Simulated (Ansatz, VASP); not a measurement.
# Br: VASP beside Ansatz

```xyz
2
Lattice="0.0000 3.3082 3.3082 3.3082 0.0000 3.3082 3.3082 3.3082 0.0000" Properties=species:S:1:pos:R:3 pbc="T T T"
Br   -0.8270   -0.8270   -0.8270
Br    0.8270    0.8270    0.8270
```

Change from the starting cell: volume scaled by 0.9, PAW files.

Alike in both runs: task single point; functional PBEsol; k mesh 11 × 11 × 11; occupations fermi-dirac, width 0.1 eV; no spin polarisation.

|  | VASP | Ansatz |
| --- | --- | --- |
| version | VASP 6.6.1 | Ansatz 0.2.0 |
| potentials or method | VASP PAW PBE potentials, release 64 (Br) | PAW with Ansatz's default frozen-core files, scalar-relativistic |
| plane-wave cutoff (eV) | 520 | 420 |
| valence electrons in the cell | 14 | 14 |

```tsv
	VASP	Ansatz	Ansatz less VASP
pressure (GPa)	2.5	2.5	-0.02
```

Caveats: the PAW data sets were made with another functional, which shifts forces and pressure a little (VASP).
